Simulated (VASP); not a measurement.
Here is a VASP 6.6.1 calculation.

run.py

```python
from ase.calculators.vasp import Vasp
from ase.dft.bandgap import bandgap
from ase.io import read

atoms = read('Cd.cif', primitive_cell=True, subtrans_included=False)
calc = Vasp(
    directory='calc',
    pp='PBE',
    setups='recommended',
    prec='Accurate',
    encut=520,
    ediff=1e-06,
    ismear=0,
    sigma=0.05,
    lreal=False,
    lasph=True,
    nelm=60,
    algo='Normal',
    isif=2,
    lwave=False,
    lcharg=True,
    metagga='TPSS',
    lhfcalc=True,
    aexx=0.1,
    lmixtau=True,
    precfock='Normal',
    hfrcut=-1,
    lelf=True,
    lvhar=True,
    kpts=[5, 5, 5],
    gamma=True,
    nbands=12,
)
atoms.calc = calc

print('energy (eV):', atoms.get_potential_energy())
print('free energy (eV):', atoms.get_potential_energy(force_consistent=True))
print('forces (eV/A):')
print(atoms.get_forces())
print('stress (eV/A^3, Voigt):', atoms.get_stress())
print('Fermi level (eV):', calc.get_fermi_level())
gap, top, bottom = bandgap(calc)
print('band gap (eV):', gap, 'from (spin, k, band)', top, 'to', bottom)
```

Cd.cif

```cif
data_Cd
_cell_length_a 3.46439379
_cell_length_b 3.46439379
_cell_length_c 7.91524464
_cell_angle_alpha 90.00000000
_cell_angle_beta 90.00000000
_cell_angle_gamma 120.00000000
_space_group_name_H-M_alt 'R-3m'
_space_group_name_Hall '-R 3 2"'
_space_group_IT_number 166
loop_
_space_group_symop_operation_xyz
'x,y,z'
'-x,-y,-z'
'-y,x-y,z'
'y,-x+y,-z'
'-x+y,-x,z'
'x-y,x,-z'
'y,x,-z'
'-y,-x,z'
'x-y,-y,-z'
'-x+y,y,z'
'-x,-x+y,-z'
'x,x-y,z'
'x+2/3,y+1/3,z+1/3'
'-x+2/3,-y+1/3,-z+1/3'
'-y+2/3,x-y+1/3,z+1/3'
'y+2/3,-x+y+1/3,-z+1/3'
'-x+y+2/3,-x+1/3,z+1/3'
'x-y+2/3,x+1/3,-z+1/3'
'y+2/3,x+1/3,-z+1/3'
'-y+2/3,-x+1/3,z+1/3'
'x-y+2/3,-y+1/3,-z+1/3'
'-x+y+2/3,y+1/3,z+1/3'
'-x+2/3,-x+y+1/3,-z+1/3'
'x+2/3,x-y+1/3,z+1/3'
'x+1/3,y+2/3,z+2/3'
'-x+1/3,-y+2/3,-z+2/3'
'-y+1/3,x-y+2/3,z+2/3'
'y+1/3,-x+y+2/3,-z+2/3'
'-x+y+1/3,-x+2/3,z+2/3'
'x-y+1/3,x+2/3,-z+2/3'
'y+1/3,x+2/3,-z+2/3'
'-y+1/3,-x+2/3,z+2/3'
'x-y+1/3,-y+2/3,-z+2/3'
'-x+y+1/3,y+2/3,z+2/3'
'-x+1/3,-x+y+2/3,-z+2/3'
'x+1/3,x-y+2/3,z+2/3'
loop_
_atom_site_label
_atom_site_type_symbol
_atom_site_symmetry_multiplicity
_atom_site_Wyckoff_symbol
_atom_site_fract_x
_atom_site_fract_y
_atom_site_fract_z
_atom_site_occupancy
Cd1 Cd 3 a 0.0000000000 0.0000000000 0.0000000000 1
```

Potentials or basis: VASP PAW PBE potentials, release 64 (Cd).

The run is started by

```bash
$ python run.py
```

Q: What does it give for the pressure?

A: -6.6 GPa.

Q: Predict the band gap on the k mesh.

A: None (metal or under the smearing width).

Stress tensor (GPa, compression positive):
```
-6.39  0.00  0.00
 0.00 -6.39  0.00
 0.00  0.00 -7.03
```

Caveat: the k mesh is coarse (spacing up to 0.45 Å⁻¹), so the values aren't converged, least of all with exact exchange; the PAW data sets were made with another functional, which shifts forces and pressure a little.
